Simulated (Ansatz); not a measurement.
Runs of Ansatz 0.2.0 on WC. Symmetry: Cmmm, No. 65, orthorhombic system. Conventional cell: a = 3.281 Å, b = 4.236 Å, c = 4.309 Å, α = 90.00°, β = 90.00°, γ = 90.00°. Around W (site symmetry mmm) lie 4 W at 2.68 Å and 8 C at 2.71 to 3.02 Å. C (site symmetry mmm) is surrounded by 4 C at 2.68 Å and 8 W at 2.71 to 3.02 Å. The cell was built by a generator and needn't be a form met in nature.

| task | level | cell | smearing | gap on the mesh (eV) | pressure (GPa) | relaxed volume (Å³/atom) |
| --- | --- | --- | --- | --- | --- | --- |
| relaxation of cell and atoms | BLYP+D3(BJ) | relaxed | fermi-dirac 0.05 eV | none | 0.0 | (a) |
| single point | PBE | as given | gaussian 0.03 eV | none | -32.2 | - |
| single point | PBE | as given | gaussian 0.029 eV | none | -32.2 | - |
| relaxation of cell and atoms | BLYP+D4 | relaxed | fermi-dirac 0.05 eV | none | 0.0 | 11.88 |

Alike in all rows: potentials or basis Ansatz PAW; no spin polarisation; k mesh 10 × 10 × 6; cutoff (eV) 420.

Estimate the missing entries.

(a) 11.66.

Caveats: the volume moved by over 15 % at a fixed basis, so the end points are rough (some runs); the plane-wave basis is chosen anew once the cell has moved, so the energies of steps on either side of that aren't comparable (some runs); pairwise dispersion overbinds metals, which lowers pressure and volume (some runs); the PAW data sets come from PBE, with cores solved anew for the run's functional, which leaves a small shift of forces and pressure (some runs); a pressure of tens of GPa on the cell as given is suspect, and the run, the potentials or the cell itself is likely at fault (some runs).

A k mesh can miss the band edges, and the runs leave out spin-orbit coupling on W.

A gap of «none» marks a metal or a gap under the smearing width.
